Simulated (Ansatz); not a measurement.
# Ionic part of the dielectric constant of BeS at 25 GPa, mode by mode

Level of theory: Ansatz, DFT PBE, scalar-relativistic, plane waves, PAW. Settings: 420 eV plane-wave cutoff, Γ-centred 8×8×8 mesh, fixed occupations. No spin polarisation. Phonons by linear response, acoustic sum rule imposed.

Symmetry: F-43m, No. 216, cubic system. Conventional cell: a = 4.579 Å, b = 4.579 Å, c = 4.579 Å, α = 90.00°, β = 90.00°, γ = 90.00°. Be (site symmetry -43m) is surrounded by 4 S at 1.98 Å. Around S (site symmetry -43m) lie 4 Be at 1.98 Å.

Other phases may be more stable at this pressure.

The primitive cell has V = 24.00 Å³ and ε∞,xx = 5.651. Each polar mode adds Δε = (4.92064×10⁷/V)·S/ν² along x, with S its oscillator strength in e²/amu, ν in cm⁻¹ and V in Å³.

Q: From these modes, find each Δε and ε0,xx.
| ν (cm⁻¹) | S_xx (e²/amu) |
| --- | --- |
| 723.0 | 0.2709 |

A:
| ν (cm⁻¹) | Δε |
| --- | --- |
| 723.0 | 1.06 |

The sum is 1.062, so ε0,xx = 6.71; the run's tensor has 6.71.

Q: Where do the longitudinal modes lie for a wave vector along x?

A: At 788 cm⁻¹. The Lyddane–Sachs–Teller product Π(ν_LO/ν_TO)² = 1.19 matches ε0/ε∞ = 1.19.

Cost: 1 run of about 0.15 core-minutes, on Intel Xeon 6975P-C (Granite Rapids) (shared hosts).